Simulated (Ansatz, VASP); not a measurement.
Given: the input of a run of Ansatz 0.2.0 on Zr.

The input input.yaml:

```yaml
crystal:
  lattice:
    - [3.23199822, 0.0, 0.0]
    - [-1.61599911, 2.79899257, 0.0]
    - [0.0, 0.0, 5.147]
  atoms:
    - { symbol: Zr, position: [0.33465424, 0.67413001, 0.25389985] }
    - { symbol: Zr, position: [0.66534576, 0.32586999, 0.74610015] }
hamiltonian:
  xc: lda
  pseudopotentials: { kind: paw }
kpoints:
  mp_grid: { grid: [9, 9, 5] }
  band_path:
    path:
      - [[0.0, 0.0, 0.0], [0.5, 0.0, 0.0], [0.3333333333, 0.3333333333, 0.0], [0.0, 0.0, 0.0], [0.0, 0.0, 0.5], [0.5, 0.0, 0.5], [0.3333333333, 0.3333333333, 0.5], [0.0, 0.0, 0.5]]
      - [[0.5, 0.0, 0.5], [0.5, 0.0, 0.0]]
      - [[0.3333333333, 0.3333333333, 0.0], [0.3333333333, 0.3333333333, 0.5]]
    npoints: 14
scf:
  occupations: { method: fermi_dirac, width: 0.05 }
  n_extra_bands: 6
output:
  forces: true
  stress: true
  eigenvalues: true
  fatbands: false
```

Potentials or basis: Ansatz PAW.

Launch:

```bash
$ ansatz run input.yaml --threads 2 --pin off --max-ram 5632MiB --backend cpu --events-out ev --progress --plain --runs-dir out
```

Task: Set up the same calculation for VASP 6.6.1. Potentials there: VASP PAW LDA potentials, release 64 (Zr_sv).

Result: As run (the cutoff follows the program's own potentials):

Contents of INCAR:

```
SYSTEM = Zr
PREC = Accurate
ENCUT = 520
EDIFF = 1E-7
ISMEAR = -1
SIGMA = 0.05
LREAL = .False.
LASPH = .True.
NELM = 100
ALGO = Fast
ISIF = 2
LWAVE = .False.
LCHARG = .False.
LMAXMIX = 4
NBANDS = 19
```

Contents of KPOINTS:

```
Automatic mesh
0
Gamma
  9 9 5
  0 0 0
```

POSCAR

```
Zr
1.0
    3.2319982200      0.0000000000      0.0000000000
   -1.6159991100      2.7989925700      0.0000000000
    0.0000000000      0.0000000000      5.1470000000
Zr
2
Direct
    0.3346542400      0.6741300100      0.2538998500
    0.6653457600      0.3258699900      0.7461001500
```

KPOINTS_OPT

```
path GMKGALHA,LM,KH
10
line-mode
reciprocal
 0.0000000000  0.0000000000  0.0000000000  G
 0.5000000000  0.0000000000  0.0000000000  M

 0.5000000000  0.0000000000  0.0000000000  M
 0.3333333333  0.3333333333  0.0000000000  K

 0.3333333333  0.3333333333  0.0000000000  K
 0.0000000000  0.0000000000  0.0000000000  G

 0.0000000000  0.0000000000  0.0000000000  G
 0.0000000000  0.0000000000  0.5000000000  A

 0.0000000000  0.0000000000  0.5000000000  A
 0.5000000000  0.0000000000  0.5000000000  L

 0.5000000000  0.0000000000  0.5000000000  L
 0.3333333333  0.3333333333  0.5000000000  H

 0.3333333333  0.3333333333  0.5000000000  H
 0.0000000000  0.0000000000  0.5000000000  A

 0.5000000000  0.0000000000  0.5000000000  L
 0.5000000000  0.0000000000  0.0000000000  M

 0.3333333333  0.3333333333  0.0000000000  K
 0.3333333333  0.3333333333  0.5000000000  H
```

Potentials or basis: VASP PAW LDA potentials, release 64 (Zr_sv).

The run is started by

```sh
$ cat potpaw_LDA.64/Zr_sv/POTCAR > POTCAR
$ mpirun -np 1 vasp_std > vasp.out
```

Both were run:

|  | VASP | Ansatz | Ansatz less VASP |
| --- | --- | --- | --- |
| gap on the k mesh at the Fermi level (eV) | none | none | - |
| pressure (GPa) | -5.9 | -6.0 | -0.09 |
| largest component of the traceless stress (GPa) | 0.66 | 0.64 | -0.019 |
| rms of the force components (eV/Å) | 0.083 | 0.081 | -0.0015 |

Atom by atom the forces differ by 0.002 eV/Å (rms over components). A gap of «none» marks a metal or a gap that the smearing closes.

Caveats: the PAW data sets come from PBE, with cores solved anew for the run's functional, which leaves a small shift of forces and pressure (Ansatz).
